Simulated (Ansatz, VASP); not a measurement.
# In3As3H8 (InAs wire along [110], 6 atoms a period, H-terminated): VASP beside Ansatz

One calculation is typed for both programs; each brings its own data sets. How far apart do they land? The structure shown is the start of the Ansatz relaxation below; VASP solves that cell, so the two are compared at the walk's first step.

Method: plane waves, with VASP 6.6.1 beside it; single point at PBE, in Ansatz 0.2.0.

### 1. Set-up

The cell holds 14 atoms: 3 As, 8 H and 3 In. Its edges and angles: a = 13.365 Å, b = 14.084 Å, c = 4.377 Å, α = 90.0°, β = 90.0°, γ = 90.0°. Vacuum lies along a and b. The structure's axis is c.

Structure file:

```cif
data_structure
_symmetry_space_group_name_H-M 'P 1'
_symmetry_Int_Tables_number 1
_cell_length_a 13.3650
_cell_length_b 14.0840
_cell_length_c 4.3770
_cell_angle_alpha 90.000
_cell_angle_beta 90.000
_cell_angle_gamma 90.000
_cell_volume 823.89
loop_
_atom_site_label
_atom_site_type_symbol
_atom_site_fract_x
_atom_site_fract_y
_atom_site_fract_z
_atom_site_occupancy
As1 As 0.44708 0.65539 0.00000 1
As2 As 0.67865 0.50000 0.50000 1
As3 As 0.44708 0.34461 0.00000 1
H4 H 0.51403 0.74525 0.00000 1
H5 H 0.25440 0.24142 0.50000 1
H6 H 0.25440 0.44780 0.50000 1
H7 H 0.25440 0.75858 0.50000 1
H8 H 0.25440 0.55220 0.50000 1
H9 H 0.74561 0.41014 0.50000 1
H10 H 0.74561 0.58986 0.50000 1
H11 H 0.51403 0.25475 0.00000 1
In12 In 0.56286 0.50000 0.00000 1
In13 In 0.33129 0.34461 0.50000 1
In14 In 0.33129 0.65539 0.50000 1
```

### 2. Ansatz: relaxation, PBE

Ansatz runs on its PAW soft_1 files.

The two programs are compared at the cell with which this relaxation starts, whose forces are those of its first step.

File input.yaml:

```yaml
crystal:
  lattice:
    - [13.365, 0.0, 0.0]
    - [0.0, 14.084, 0.0]
    - [0.0, 0.0, 4.3769909755]
  atoms:
    - { symbol: As, position: [0.447076953, 0.655378791, 0.0] }
    - { symbol: H, position: [0.514034897, 0.745237474, 0.0] }
    - { symbol: In, position: [0.562864458, 0.499990017, 0.0] }
    - { symbol: H, position: [0.25439581, 0.241408691, 0.5] }
    - { symbol: H, position: [0.25439581, 0.447793796, 0.5] }
    - { symbol: H, position: [0.25439581, 0.758571344, 0.5] }
    - { symbol: H, position: [0.25439581, 0.552186238, 0.5] }
    - { symbol: In, position: [0.331289448, 0.344601244, 0.5] }
    - { symbol: In, position: [0.331289448, 0.655378791, 0.5] }
    - { symbol: As, position: [0.678651963, 0.499990017, 0.5] }
    - { symbol: H, position: [0.745609906, 0.410131334, 0.5] }
    - { symbol: H, position: [0.745609906, 0.589848701, 0.5] }
    - { symbol: As, position: [0.447076953, 0.344601244, 0.0] }
    - { symbol: H, position: [0.514034897, 0.25474256, 0.0] }
kpoints:
  mp_grid: { grid: [1, 1, 19] }
scf:
  occupations: { method: fermi_dirac, width: 0.05 }
hamiltonian:
  xc: pbe
  pseudopotentials: { kind: paw, azcp: { folder: soft_1 } }
relax:
  cell: { fix: [a, b, alpha, beta, gamma] }
  max_steps: 45
  f_tol: 0.03
```

On the command line:

```
$ ansatz run input.yaml --threads 4 --pin off --max-ram 16384MiB --backend cpu --events-out ev --progress --plain --runs-dir out
```

Numbers of over 12 decimals in the logs are rounded to 6 here.

What it wrote:

```text
Engine: ansatz 0.2.0, aarch64-unknown-linux-gnu
Pseudopotentials: kind: paw
Pseudopotential: As, paw, valence charge 15, recommended cutoff 420 eV (normal), soft_1/As.paw.azcp
Pseudopotential: H, paw, valence charge 1, recommended cutoff 420 eV (normal), soft_1/H.paw.azcp
Pseudopotential: In, paw, valence charge 13, recommended cutoff 420 eV (normal), soft_1/In.paw.azcp
Functional definition: PBE
  parameter kappa = 0.804
  parameter beta = 0.066725
  exchange = pbe_x(kappa = kappa, mu = beta*pi^2/3)
  correlation = pbe_c(beta = beta)
Crystal: 14 atoms, lattice volume = 823.893 Å³
Basis set: ecut = 420 eV, 16185 PW (Γ), exchange–correlation on 180×192×60 points (8 copies of the dense FFT grid, shifted against one another)
Bands: 60, of which v1, the nominal top of the filled ones, is band 46 counted from 1 (45 counted from 0)
Symmetry: 4 space group operations
Space group: Pmm2 (ITA 25), of the structure as read, at distance tolerance 9.4e-5 Å
k-points: 10 of 19
Non-local potential: As, projectors of the file, l = 0: 2, l = 1: 2, l = 2: 3, l = 3: 1
Non-local potential: H, projectors of the file, l = 0: 2, l = 1: 1
Non-local potential: In, projectors of the file, l = 0: 2, l = 1: 2, l = 2: 2, l = 3: 1
PAW form: soft (Blöchl's): semilocal exchange-correlation on the pseudo side does not see the compensation charge
PAW one-centre angular grid: As, 590 points (default); XC on 64 Gauss nodes
PAW one-centre angular grid: H, 110 points (default); XC on 64 Gauss nodes
PAW one-centre angular grid: In, 590 points (default); XC on 64 Gauss nodes
Initial density: superposition of atomic densities (neutral atoms: chi_scale 0, normalization atom)
Initial wavefunctions: pseudopotential atomic-orbital guess
Functional: x = pbe(κ = 0.804, μ = 0.219515), c = pbe(β = 0.066725)
SCF iter   1: F=—  HF=-31489.118428 eV  |F-HF|=—  |Δ(HF+E_count)|=         —  Δρ=2.93e-2  dr2=9.04e0  ethr=3.10e-3  ⟨swp⟩=7.2  Hψ=2695  notcnv=0  defer=12
preconditioner: auto → Resta (q_TF=auto, 1.893 Å⁻¹)  ε∞=1.6  [insulator: Δε(μ)=2.174 eV  Ē_g=13.211 eV  σ=0.050 eV  W_gap=1.00  n_scr=94 (ndim 8)  ℏωp=10.2 eV  f_vac=0.615  D(μ)=0.00/eV (n_scr^D=0)  ε∞_Penn≈1.6  vacuum switching on, ρ_ref=1.3e-2 e/Å³]
SCF iter   2: F=—  HF=-31486.604927 eV  |F-HF|=—  |Δ(HF+E_count)|=    2.51e0  Δρ=1.11e-2  dr2=1.22e0  ethr=3.10e-3  ⟨swp⟩=3.5  Hψ=1051  notcnv=0  defer=83
SCF iter   3: F=—  HF=-31486.348992 eV  |F-HF|=—  |Δ(HF+E_count)|=   2.56e-1  Δρ=4.29e-3  dr2=2.64e-1  ethr=1.33e-3  ⟨swp⟩=3.9  Hψ=978  notcnv=0  defer=60
SCF iter   4: F=—  HF=-31486.297539 eV  |F-HF|=—  |Δ(HF+E_count)|=   5.15e-2  Δρ=1.12e-3  dr2=1.70e-2  ethr=2.87e-4  ⟨swp⟩=4.3  Hψ=869  notcnv=0  defer=60
SCF iter   5: F=—  HF=-31486.296635 eV  |F-HF|=—  |Δ(HF+E_count)|=   9.04e-4  Δρ=4.24e-4  dr2=1.24e-3  ethr=1.85e-5  ⟨swp⟩=2.9  Hψ=968  notcnv=0  defer=62
SCF iter   6: F=—  HF=-31486.297090 eV  |F-HF|=—  |Δ(HF+E_count)|=   4.54e-4  Δρ=1.32e-4  dr2=1.80e-4  ethr=1.35e-6  ⟨swp⟩=2.0  Hψ=848  notcnv=0  defer=62
SCF iter   7: F=—  HF=-31486.297154 eV  |F-HF|=—  |Δ(HF+E_count)|=   6.38e-5  Δρ=3.82e-5  dr2=1.46e-5  ethr=1.96e-7  ⟨swp⟩=2.8  Hψ=992  notcnv=0  defer=62
SCF iter   8: F=—  HF=-31486.297211 eV  |F-HF|=—  |Δ(HF+E_count)|=   5.80e-5  Δρ=1.02e-5  dr2=9.26e-7  ethr=1.58e-8  ⟨swp⟩=2.0  Hψ=945  notcnv=0  defer=62
SCF iter   9: F=—  HF=-31486.297213 eV  |F-HF|=—  |Δ(HF+E_count)|=   1.03e-6  Δρ=3.23e-6  dr2=1.25e-7  ethr=1.09e-10  ⟨swp⟩=5.0  Hψ=2145  notcnv=0
SCF iter  10: F=-31486.297213 eV  HF=-31486.297213 eV  |F-HF|=6.62e-10  |Δ(HF+E_count)|=   1.06e-7  Δρ=1.25e-6  dr2=2.27e-8  ethr=1.09e-10  ⟨swp⟩=4.6  Hψ=1826  notcnv=0
SCF 1 converged in 10 iterations: F = -31486.297213 eV  dr2 = 2.27e-8
  greatest PAW one-centre occupation: 0.999 electrons in one spin orbital (limit 2), on the As atom at site 9 (counted from 0), in its partial waves of l = 2
relax step   1: F+E_penalty+E_count = -31486.29721261 eV  Δ(F+E_penalty+E_count) = +0.000e0 eV  max|allowed force component| = 1.065e0 eV/Å  Δτ_max = 0.0000 Å  P = -0.063 GPa  Ω = 823.893 Å³  fix = [a, b, alpha, beta, gamma]  reactions: a -0.307, b -0.338 GPa  (10 SCF iters, dr2 threshold 1.00e-7 eV, accepted)
[...]
relax step  12: F+E_penalty+E_count = -31487.18712677 eV  Δ(F+E_penalty+E_count) = -3.262e-4 eV  max|allowed force component| = 2.043e-2 eV/Å  Δτ_max = 0.0376 Å  P = -0.012 GPa  Ω = 849.409 Å³  energy of the carried Pulay correction = -2.993e-3 eV  fix = [a, b, alpha, beta, gamma]  reactions: a -0.028, b -0.016 GPa  (10 SCF iters, accepted)
[...]
relax step  13: F+E_penalty+E_count = -31487.18731171 eV  Δ(F+E_penalty+E_count) = -1.849e-4 eV  max|allowed force component| = 1.234e-2 eV/Å  Δτ_max = 0.0332 Å  P = -0.012 GPa  Ω = 850.164 Å³  energy of the carried Pulay correction = -3.080e-3 eV  fix = [a, b, alpha, beta, gamma]  reactions: a -0.028, b -0.004 GPa  (9 SCF iters, accepted)
[...]
relax step  14: F+E_penalty+E_count = -31487.19106355 eV  Δ(F+E_penalty+E_count) = -3.752e-3 eV  max|allowed force component| = 1.262e-2 eV/Å  Δτ_max = 0.0000 Å  P = -0.009 GPa  Ω = 850.164 Å³  fix = [a, b, alpha, beta, gamma]  reactions: a -0.027, b -0.004 GPa  stress off target by 3.56e-3 GPa on what of the cell is left free  SCF on the basis re-selected at this cell (its energy is not comparable with the rows above)  (7 SCF iters)
basis re-selected at this cell: Δ(F+E_penalty+E_count) = -3.752e-3 eV, ΔP = +0.003 GPa vs the last step (what re-selecting the basis moved, of the pressure what is left beyond the Pulay correction that the steps carried, after the strain that the cell walked since its last selection, with what the two solves' SCF thresholds leave and, on support functions, any second-order correction that the steps lacked; it is no measure of the basis error at this ecutwfc). The dense FFT grid was sized anew with the basis: this SCF ran on 90×96×32 points, the steps before it on 90×96×30, so part of this shift can come from that change (see relax.cell in the input reference). [rest of the remark cut]
SCF converged after 7 iterations
Free energy (F): -31487.191064 eV
Harris-Foulkes:  -31487.191064 eV  (|F-HF|=3.89e-10)
Internal energy: -31487.191064 eV  (E = F + TS)
E sigma→0 (E₀):  -31487.191064 eV
Fermi energy:    -1.927381 eV
--- Per-component energies (eV) ---
  E_band       = -1833.366591
  E_kinetic    = 1047.630878
  E_local      = -30745.348030  (includes V_loc(G=0)·N_el)
  E_nonlocal   = -193.938225
  E_hartree    = 14904.409788
  E_xc         = -705.240173
  E_vxc        = -573.033809  (∫ρ·V_xc dr)
  E_paw        = -18674.741058  (= ΣΔE_a)
  E_vpaw       = -1177.490314  (= ΣTr[D̂ρ^β])
  E_aug_tail   = -0.006709  (compensation charges beyond the density's cutoff)
  E_ewald      = 2880.042466
  E_smearing   = -0.000000  (= −TS)
  E_closure    = 0.000000  (closes the sum)
  Σ components = -31487.191064   (vs F -31487.191064, Δ=0.00e0)
--- Forces (eV/Å), atoms counted from 1 ---
  atom   1  As     0.00939360     0.01262327    -0.00000000
  atom   2  H     -0.00789900    -0.00514827     0.00000000
  atom   3  In    -0.00995371     0.00000000     0.00000000
  atom   4  H      0.00075262     0.01202956    -0.00000000
  atom   5  H      0.00824779    -0.00943995    -0.00000000
  atom   6  H      0.00075262    -0.01202956    -0.00000000
  atom   7  H      0.00824779     0.00943995    -0.00000000
  atom   8  In    -0.00439323     0.00265991     0.00000000
  atom   9  In    -0.00439323    -0.00265991     0.00000000
  atom  10  As    -0.00616893    -0.00000000     0.00000000
  atom  11  H      0.00195910    -0.00249456    -0.00000000
  atom  12  H      0.00195910     0.00249456    -0.00000000
  atom  13  As     0.00939360    -0.01262327    -0.00000000
  atom  14  H     -0.00789900     0.00514827     0.00000000
  max |Σ_I F_I| component: 8.87e-7 eV/Å
--- Stress (GPa, compression-positive) ---
       -0.026506       0.000000       0.000000
        0.000000      -0.003622      -0.000000
        0.000000       0.000000       0.003562
  P = ⅓ Tr σ = -0.0089 GPa (-0.089 kbar)
--- Relaxed structure (13 steps of the walk, 13 accepted, 1 SCFs on fresh bases) ---
  F+E_penalty+E_count = -31487.19106355 eV   max|allowed force component| = 1.262e-2 eV/Å   (the final SCF, on the basis selected at the relaxed cell)
  cell:  # Å, volume = 850.1635 Å³
    - [13.365, 0.0, 0.0]
    - [0.0, 14.084, 0.0]
    - [0.0, 0.0, 4.516557]
  atoms:
    - { symbol: As, position: [0.436192, 0.662059, 0.0] }
    - { symbol: H, position: [0.527283, 0.727352, 0.0] }
    - { symbol: In, position: [0.532018, 0.5, 0.0] }
    - { symbol: H, position: [0.330404, 0.168916, 0.5] }
    - { symbol: H, position: [0.232084, 0.371511, 0.5] }
    - { symbol: H, position: [0.330404, 0.831084, 0.5] }
    - { symbol: H, position: [0.232084, 0.628489, 0.5] }
    - { symbol: In, position: [0.331037, 0.291965, 0.5] }
    - { symbol: In, position: [0.331037, 0.708035, 0.5] }
    - { symbol: As, position: [0.646180, 0.5, 0.5] }
    - { symbol: H, position: [0.721461, 0.419099, 0.5] }
    - { symbol: H, position: [0.721461, 0.580901, 0.5] }
    - { symbol: As, position: [0.436192, 0.337941, 0.0] }
    - { symbol: H, position: [0.527283, 0.272648, 0.0] }
```

(Continued in part 2 of 2.)

[Lines on the potential files, build, host, timing and source positions are cut from VASP's logs without a mark.]

[Logs are printed without paths, hosts, clocks, repeated set-up lines and the standing remarks that a program may print on its own settings, such as how far it seeks lower states.]

[Hosts, paths, dates, database ids (printed as entryN), source tags and the programs' standing remarks are cut or masked in the printed files.]
